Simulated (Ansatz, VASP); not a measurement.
**CuI (Marshite): VASP beside Ansatz**

Aim: how closely do two programs agree when they are given the same cell, functional and k mesh? The cell is taken from a series of VASP runs on this material, whose earlier steps may have relaxed, scaled or displaced it; both programs get it as it stands.

Calculated with Ansatz 0.2.0; plane waves, with VASP 6.6.1 beside it; relaxation of cell and atoms at HSE06.

## 1. Starting point

Symmetry: F-43m, No. 216, cubic system. The conventional cell has a = 6.063 Å, b = 6.063 Å, c = 6.063 Å, α = 90.00°, β = 90.00°, γ = 90.00°. Nearest to I lie 4 Cu at 2.63 Å. Nearest to Cu lie 4 I at 2.63 Å. Farther neighbours and most contacts between anions are not listed.

## 2. Ansatz: relaxation of cell and atoms, HSE06

Ansatz runs on its default PAW (the set named soft_2) files.

The relaxed volume is the usual yardstick between codes: its relative difference is about their pressure difference at one cell divided by the bulk modulus.

File input.yaml:

```yaml
crystal:
  lattice:
    - [0.0, 3.0315, 3.0315]
    - [3.0315, 0.0, 3.0315]
    - [3.0315, 3.0315, 0.0]
  atoms:
    - { symbol: I, position: [0.0, 0.0, 0.0] }
    - { symbol: Cu, position: [0.75, 0.75, 0.75] }
hamiltonian:
  xc: { exchange: pbe, correlation: pbe, exx: { coeff: 0.25, omega: 0.2 } }
  pseudopotentials: { kind: paw }
kpoints:
  mp_grid: { grid: [4, 4, 4] }
scf:
  occupations: { method: gaussian, width: 0.03 }
relax:
  f_tol: 0.01
  max_steps: 60
  cell: { stress_tol: 0.05 }
output:
  forces: true
  stress: true
  write_density: true
  write_potential: true
  elf: true
  volumetric_format: npy
```

Run with:

```bash
$ ansatz run input.yaml --threads 4 --pin off --max-ram 9216MiB --backend cpu --events-out ev --progress --plain --runs-dir out
```

Numbers of over 12 decimals in the logs are rounded to 6 here.

What it wrote:

```text
Engine: ansatz 0.2.0, aarch64-unknown-linux-gnu
Pseudopotentials: kind: paw
Pseudopotential: I, paw, valence charge 17, recommended cutoff 420 eV (normal), I.paw.azcp
Pseudopotential: Cu, paw, valence charge 19, recommended cutoff 420 eV (normal), Cu.paw.azcp
Functional definition: unnamed
  parameter a_1 = 0.25
  parameter omega_1 = 0.2/angstrom
  exchange = pbe_x + (-a_1)*pbe_x_sr(omega_1) + a_1*exact_x_sr(omega_1)
  correlation = pbe_c
Crystal: 2 atoms, lattice volume = 55.719 Å³
Basis set: ecut = 420 eV, 1067 PW (Γ), exchange–correlation on 60×60×60 points (8 copies of the dense FFT grid, shifted against one another)
Bands: 22, of which v1, the nominal top of the filled ones, is band 18 counted from 1 (17 counted from 0)
Symmetry: 24 space group operations
Space group: F-43m (ITA 216), of the structure as read, at distance tolerance 3.8e-5 Å
k-points: 8 of 64 (time reversal used)
Non-local potential: I, projectors of the file, l = 0: 2, l = 1: 2, l = 2: 2, l = 3: 2
Non-local potential: Cu, projectors of the file, l = 0: 3, l = 1: 2, l = 2: 3, l = 3: 1
PAW form: soft (Blöchl's): semilocal exchange-correlation on the pseudo side does not see the compensation charge
PAW frozen core: I, regenerated for the run's functional, and the local potential with it (the file was generated under x = pbe(κ = 0.804, μ = 0.219515), c = pbe(β = 0.066725))
PAW frozen core: Cu, regenerated for the run's functional, and the local potential with it (the file was generated under x = pbe(κ = 0.804, μ = 0.219515), c = pbe(β = 0.066725))
PAW one-centre angular grid: I, 590 points (default); XC on 96 Gauss nodes
PAW one-centre angular grid: Cu, 590 points (default); XC on 64 Gauss nodes
Initial density: superposition of atomic densities (neutral atoms: chi_scale 0, normalization atom), corrected by the library's trained network
Initial wavefunctions: pseudopotential atomic-orbital guess
Functional: x = pbe(κ = 0.804, μ = 0.219515), c = pbe(β = 0.066725), warm-up for x = pbe(κ = 0.804, μ = 0.219515) + 0.25 (exact − pbe) at short range (hse, ω = 0.2 Å⁻¹), c = pbe(β = 0.066725)
SCF iter   1: F=—  HF=-14138.331990 eV  |F-HF|=—  |Δ(HF+E_count)|=         —  Δρ=7.49e-4  dr2=1.87e-4  ethr=1.77e-3  ⟨swp⟩=8.6  Hψ=792  notcnv=0
preconditioner: auto → none  [insulator: Δε(μ)=1.128 eV  Ē_g=8.929 eV  σ=0.030 eV  W_gap=1.00  n_scr=14 (ndim 8)  ℏωp=21.1 eV  f_vac=0.179  D(μ)=0.00/eV (n_scr^D=0)]
SCF iter   2: F=-14138.332287 eV  HF=-14138.332410 eV  |F-HF|=1.22e-4  |Δ(HF+E_count)|=   4.19e-4  Δρ=4.89e-4  dr2=9.21e-5  ethr=5.19e-7  ⟨swp⟩=4.9  Hψ=675  notcnv=0  defer=1
SCF 1 stopped early in 2 iterations: F = -14138.332287 eV  dr2 = 9.21e-5
  greatest PAW one-centre occupation: 1.000 electrons in one spin orbital (limit 2), on the Cu atom at site 1 (counted from 0), in its partial waves of l = 0
Initial density: handed on by an earlier stage of this run
Initial wavefunctions: those handed on with the density
Functional: x = pbe(κ = 0.804, μ = 0.219515) + 0.25 (exact − pbe) at short range (hse, ω = 0.2 Å⁻¹), c = pbe(β = 0.066725)
Exchange kernel: α = 0.2500, screened, ω = 0.2000 Å⁻¹, Wigner–Seitz truncation, v(0) = 1113.6238 eV·Å³, q-mesh 4×4×4, nearest image of the exchange supercell L = 17.15 Å, pair-density grid 18×18×18, without the augmentation charges, whose exchange is taken in its separable form by FFT convolution over the k-point mesh (sized by the pseudopotential files, 24×24×24 at the most), smooth part of the exact exchange by density-matrix convolution
Frozen-core exchange: fock
SCF iter   1: F=—  HF=-14142.494981 eV  |F-HF|=—  |Δ(HF+E_count)|=         —  Δρ=3.16e-2  dr2=3.77e-1  ethr=2.56e-6  ⟨swp⟩=6.0  Hψ=802  notcnv=0
preconditioner: auto → none  [insulator: Δε(μ)=2.881 eV  Ē_g=11.135 eV  σ=0.030 eV  W_gap=1.00  n_scr=14 (ndim 8)  ℏωp=21.1 eV  f_vac=0.179  D(μ)=0.00/eV (n_scr^D=0)]
SCF iter   2: F=—  HF=-14142.502572 eV  |F-HF|=—  |Δ(HF+E_count)|=   7.59e-3  Δρ=2.61e-2  dr2=2.68e-1  ethr=2.56e-6  ⟨swp⟩=6.0  Hψ=691  notcnv=0
SCF iter   3: F=—  HF=-14142.417848 eV  |F-HF|=—  |Δ(HF+E_count)|=   8.47e-2  Δρ=5.62e-3  dr2=1.33e-2  ethr=2.56e-6  ⟨swp⟩=5.9  Hψ=657  notcnv=0
SCF iter   4: F=—  HF=-14142.431024 eV  |F-HF|=—  |Δ(HF+E_count)|=   1.32e-2  Δρ=3.02e-3  dr2=3.35e-3  ethr=2.56e-6  ⟨swp⟩=4.0  Hψ=534  notcnv=0
iter 5 solved again at ethr=3.23e-8 eV; its pass at ethr=2.56e-6 eV (dr2=1.16e-5 eV) is discarded
SCF iter   5: F=—  HF=-14142.430376 eV  |F-HF|=—  |Δ(HF+E_count)|=   6.49e-4  Δρ=1.65e-4  dr2=4.03e-5  ethr=3.23e-8  ⟨swp⟩=3.4  Hψ=801  notcnv=0
SCF iter   6: F=—  HF=-14142.430608 eV  |F-HF|=—  |Δ(HF+E_count)|=   2.33e-4  Δρ=1.99e-4  dr2=2.76e-5  ethr=3.23e-8  ⟨swp⟩=4.0  Hψ=501  notcnv=0
SCF iter   7: F=-14142.430599 eV  HF=-14142.430599 eV  |F-HF|=1.96e-7  |Δ(HF+E_count)|=   9.45e-6  Δρ=2.47e-5  dr2=1.16e-6  ethr=3.23e-8  ⟨swp⟩=4.0  Hψ=415  notcnv=0
SCF 2 stopped early in 7 iterations: F = -14142.430599 eV  dr2 = 1.16e-6
  greatest PAW one-centre occupation: 1.000 electrons in one spin orbital (limit 2), on the Cu atom at site 1 (counted from 0), in its partial waves of l = 1
hybrid outer 1: dexx = +1.614e-2 eV, tail = 1.00e-4 eV
[...]
SCF iter   7: F=-14142.430454 eV  HF=-14142.430454 eV  |F-HF|=4.18e-11  |Δ(HF+E_count)|=  4.89e-10  Δρ=1.77e-7  dr2=3.48e-10  ethr=1.36e-12 (applied; sched 1.07e-12)  ⟨swp⟩=3.1  Hψ=438  notcnv=0
SCF 3 stopped early in 7 iterations: F = -14142.430454 eV  dr2 = 3.48e-10
hybrid outer 2: dexx = +6.174e-7 eV, tail = 6.02e-8 eV, Δε = 6.17e-3 eV (about 2.35e-4 eV left of the loop's levels)
Exchange kernel: α = 0.2500, screened, ω = 0.2000 Å⁻¹, Wigner–Seitz truncation, v(0) = 1113.6238 eV·Å³, q-mesh 4×4×4, nearest image of the exchange supercell L = 17.15 Å, pair-density grid 18×18×18, without the augmentation charges, whose exchange is taken in its separable form by FFT convolution over the k-point mesh (sized by the pseudopotential files, 24×24×24 at the most), smooth part of the exact exchange by density-matrix convolution
Frozen-core exchange: fock
SCF iter   1: F=—  HF=-14142.430454 eV  |F-HF|=—  |Δ(HF+E_count)|=         —  Δρ=4.71e-6  dr2=7.90e-9  ethr=8.36e-10  ⟨swp⟩=5.6  Hψ=427  notcnv=0
preconditioner: auto → none  [insulator: Δε(μ)=2.664 eV  Ē_g=10.778 eV  σ=0.030 eV  W_gap=1.00  n_scr=14 (ndim 8)  ℏωp=21.1 eV  f_vac=0.185  D(μ)=0.00/eV (n_scr^D=0)]
SCF iter   2: F=—  HF=-14142.430454 eV  |F-HF|=—  |Δ(HF+E_count)|=   1.77e-9  Δρ=8.46e-7  dr2=4.01e-10  ethr=2.08e-11  ⟨swp⟩=3.6  Hψ=386  notcnv=0
SCF iter   3: F=—  HF=-14142.430454 eV  |F-HF|=—  |Δ(HF+E_count)|=  8.68e-10  Δρ=6.43e-7  dr2=1.34e-10  ethr=1.36e-12 (applied; sched 1.00e-12)  ⟨swp⟩=3.8  Hψ=432  notcnv=0
SCF iter   4: F=-14142.430454 eV  HF=-14142.430454 eV  |F-HF|=1.82e-12  |Δ(HF+E_count)|=  3.46e-11  Δρ=8.98e-8  dr2=5.92e-12  ethr=1.07e-12 (applied; sched 1.00e-12)  ⟨swp⟩=3.0  Hψ=345  notcnv=0
SCF 4 converged in 4 iterations: F = -14142.430454 eV  dr2 = 5.92e-12
  Residual-converged pass: ⟨swp⟩=4.8  Hψ=623  notcnv=0  max |occ|·‖R‖ = 9.8e-9 eV (tolerance 1.0e-8 eV)  dr2=8.45e-12  dr2_onsite=2.72e-12  max |Δocc| = 0.0e0
hybrid outer 3: dexx = +1.077e-9 eV, tail = 3.75e-11 eV, Δε = 2.67e-4 eV (about 1.23e-5 eV left of the loop's levels)
relax step   1: F+E_penalty+E_count = -14142.43045389 eV  Δ(F+E_penalty+E_count) = +0.000e0 eV  max|allowed force component| = 5.089e-17 eV/Å  Δτ_max = 0.0000 Å  P = +0.801 GPa  Ω = 55.719 Å³  (20 SCF iters, accepted)
[...]
relax step   2: F+E_penalty+E_count = -14142.43256929 eV  Δ(F+E_penalty+E_count) = -2.115e-3 eV  max|allowed force component| = 1.561e-17 eV/Å  Δτ_max = 0.0000 Å  P = +0.080 GPa  Ω = 56.779 Å³  energy of the carried Pulay correction = -7.521e-4 eV  (17 SCF iters, accepted)
[...]
relax step   3: F+E_penalty+E_count = -14142.43251704 eV  Δ(F+E_penalty+E_count) = +5.225e-5 eV  max|allowed force component| = 9.830e-18 eV/Å  Δτ_max = 0.0000 Å  P = +0.004 GPa  Ω = 56.899 Å³  energy of the carried Pulay correction = -8.353e-4 eV  (13 SCF iters, accepted)
[...]
relax step   4: F+E_penalty+E_count = -14142.43325412 eV  Δ(F+E_penalty+E_count) = -7.371e-4 eV  max|allowed force component| = 8.240e-18 eV/Å  Δτ_max = 0.0000 Å  P = -0.005 GPa  Ω = 56.899 Å³  stress off target by 4.96e-3 GPa  SCF on the basis re-selected at this cell (its energy is not comparable with the rows above)  (14 SCF iters)
basis re-selected at this cell: Δ(F+E_penalty+E_count) = -7.371e-4 eV, ΔP = -0.009 GPa vs the last step (what re-selecting the basis moved, of the pressure what is left beyond the Pulay correction that the steps carried, after the strain that the cell walked since its last selection, with what the two solves' SCF thresholds leave and, on support functions, any second-order correction that the steps lacked; it is no m [...]
hybrid SCF converged: 3 outer / 14 inner (+0 warm-up), last move |dexx| = 2.10e-12 eV, tail = 1.53e-12 eV
Stability not checked: this state was not tested for a lower state beside it, because the functional holds exact exchange (a hybrid, or Hartree-Fock), whose exchange loop this test does not read (fock_operator; see scf.lower_state_search)
Free energy (F): -14142.433254 eV
Frozen-core exchange: fock
Harris-Foulkes:  -14142.433254 eV  (|F-HF|=3.64e-12)
Internal energy: -14142.433254 eV  (E = F + TS)
E sigma→0 (E₀):  -14142.433254 eV
Fermi energy:    8.165087 eV
--- Per-component energies (eV) ---
  E_band       = -969.025771
  E_kinetic    = 489.809337
  E_local      = -7699.618006  (includes V_loc(G=0)·N_el)
  E_nonlocal   = 324.971647
  E_hartree    = 3588.786296
  E_xc         = -172.404520
  E_vxc        = -191.524138  (∫ρ·V_xc dr)
  E_exx        = -160.374295  (= α·E_x^exact, valence–valence)
  E_paw        = -6387.804170  (= ΣΔE_a)
  E_vpaw       = -749.488856  (= ΣTr[D̂ρ^β])
  E_aug_tail   = 0.000328  (compensation charges beyond the density's cutoff)
  E_ewald      = -4125.217147
  E_core_change = -0.582723  (= ΣΔE_core)
  E_smearing   = -0.000000  (= −TS)
  E_closure    = -0.000001  (closes the sum)
  Σ components = -14142.433254   (vs F -14142.433254, Δ=-1.82e-12)
--- Forces (eV/Å), atoms counted from 1 ---
  atom   1  I     -0.00000000     0.00000000     0.00000000
  atom   2  Cu     0.00000000     0.00000000    -0.00000000
  max |Σ_I F_I| component: 1.10e-17 eV/Å
--- Stress (GPa, compression-positive) ---
       -0.004958      -0.000000      -0.000000
       -0.000000      -0.004958      -0.000000
       -0.000000       0.000000      -0.004958
  P = ⅓ Tr σ = -0.0050 GPa (-0.050 kbar)
--- Band table (eV; the first three rows and the last of 8) ---
  k-point 0: bands = [... 14 lower, 4.4535, 6.8534, 6.8534, 6.8534, 9.4764, 13.2521]
  k-point 1: bands = [... 14 lower, 4.4450, 5.2520, 6.4379, 6.4379, 10.6314, 13.7754]
  k-point 2: bands = [... 14 lower, 4.4759, 4.5255, 6.0533, 6.0533, 10.5015, 13.7474]
  k-point 7: bands = [... 14 lower, 4.5616, 4.5624, 4.6835, 5.2283, 12.7980, 12.9800]
  guard bands above this table: 2 of the run's 22 bands. The solve was not asked for them (output.publish_guard_bands: true or output.eigenvalues: true publishes all)
--- Relaxed structure (3 steps of the walk, 3 accepted, 1 SCFs on fresh bases) ---
  F+E_penalty+E_count = -14142.43325412 eV   max|allowed force component| = 8.240e-18 eV/Å   (the final SCF, on the basis selected at the relaxed cell)
  cell:  # Å, volume = 56.8988 Å³
    - [0, 3.052748, 3.052748]
    - [3.052748, 0, 3.052748]
    - [3.052748, 3.052748, 0]
  atoms:
    - { symbol: I, position: [0, 0, 0] }
    - { symbol: Cu, position: [0.750000, 0.750000, 0.750000] }
```

It took 19 s on 4 threads of Arm Neoverse V2, shared host; peak memory 0.83 GiB; 69 s of CPU time.

[end of part 1 of 2]

[Lines on the potential files, build, host, timing and source positions are cut from VASP's logs without a mark.]

[Logs are printed without paths, hosts, clocks, repeated set-up lines and the standing remarks that a program may print on its own settings, such as how far it seeks lower states.]

[Hosts, paths, dates, database ids (printed as entryN), source tags and the programs' standing remarks are cut or masked in the printed files.]
